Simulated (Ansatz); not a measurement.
Cu, 2 atoms in the cell. Symmetry: Cmcm, No. 63, orthorhombic system. Conventional cell: a = 2.437 Å, b = 7.953 Å, c = 2.475 Å, α = 90.00°, β = 90.00°, γ = 90.00°. Cu (site symmetry m2m) is surrounded by 10 Cu at 2.44 to 2.54 Å. This isn't the form of Cu at room conditions, which is fcc.

| Quantity | Value |
| --- | --- |
| Program | Ansatz 0.2.0 |
| Task | relaxation of cell and atoms |
| Functional | PBE |
| Potentials or basis | Ansatz PAW |
| Cutoff | 420 eV (not typed: the program's choice for these potentials) |
| k mesh | 11 × 11 × 11 |
| Occupations | fermi-dirac, width 0.05 eV |
| Spin | no spin polarisation |

Potentials or basis: Ansatz PAW.

Launch:

```sh
$ ansatz run input.yaml --threads 2 --pin off --max-ram 5632MiB --backend cpu --events-out ev --progress --plain --runs-dir out
```

Hardware: 2 threads of Arm Neoverse V2, with other jobs on the host.

Q: Estimate the wall time of this run.

A: Wall time 18 s on 2 threads of Arm Neoverse V2, with other jobs on the host, peak memory 0.4 GiB. Counts: scf iterations 30, plane waves 469, k points 216, bands 23, ion steps 5.
